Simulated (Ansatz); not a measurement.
Notes on GaN

```
Ga N
1.0
     0.00000    1.99964    1.99964
     1.99964    0.00000    1.99964
     1.99964    1.99964    0.00000
Ga N
1 1
Direct
  0.50000 0.50000 0.50000
  0.00000 0.00000 0.00000
```

Single point in Ansatz 0.2.0 with a composed functional ({exchange: r2scan, correlation: pbe}), no spin polarisation. Cutoff 500 eV, PAW datasets, 11×11×11 Γ-centred k mesh, methfessel-paxton filling (width 0.1797 eV).

(1) Are the atoms at rest?

(2) What is the character of the valence top and the conduction bottom?

(3) Which element gives electrons and which takes them?

(4) Describe some of the short contacts.

(5) What does the stress say?

(6) Is there a gap, and of what kind?

Origin: a database entry at a rescaled volume. Caveats: atoms or cell far from equilibrium; wide smearing.

Results:

(1) The forces vanish by the symmetry of the sites.

(2) Within 0.7 eV of the edges, the states project mainly on N p (91 %) below the gap and on Ga s (79 %) above it.

(3) Bader charges in e: Ga +1.87, N -1.87. In the mean Ga gives up most and N takes most.

(4) Ga–N at 2.00 Å: least valence density 0.63 e/Å³ and ELF 0.30 there. These are pseudo-fields; inside the PAW spheres they differ from the all-electron ones.

(5) The pressure is 49.0 GPa (compression positive), so with the atoms held at these fractions the cell would first expand.

(6) The gap is 2.66 eV, indirect (the least direct gap found is 6.04 eV).
